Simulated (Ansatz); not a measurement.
Crystal: NaCl.

```
Cl Na
1.0
     0.00000    2.79406    2.79406
     2.79406    0.00000    2.79406
     2.79406    2.79406    0.00000
Cl Na
1 1
Direct
  0.50000 0.50000 0.50000
  0.00000 0.00000 0.00000
```

The cell is a database's computed one.

Base run:

```yaml
Program: Ansatz 0.2.0
Functional: HSE03
Potentials_or_basis: Ansatz PAW
Cutoff: 420 eV
Density_cutoff: 1680 eV
k_mesh: 5 × 5 × 5
Occupations: fermi-dirac, width 0.05 eV
Spin: no spin polarisation
```

Its results: band gap on the k mesh 6.36 eV, direct.

Question: After a change of settings the same cell gave: band gap on the k mesh 9.42 eV, direct. Which change was it?
A. functional from HSE03 to B3LYP; k mesh from 5 × 5 × 5 to 4 × 4 × 4
B. functional from HSE03 to r2SCAN0; cutoff from 420 eV to 500 eV; density cutoff from 1680 eV to 2000 eV; k mesh from 5 × 5 × 5 to 4 × 4 × 4
C. functional from HSE03 to PBEsol0
D. functional from HSE03 to BHLYP

Answer: D.

Not every run made on this cell is shown here.
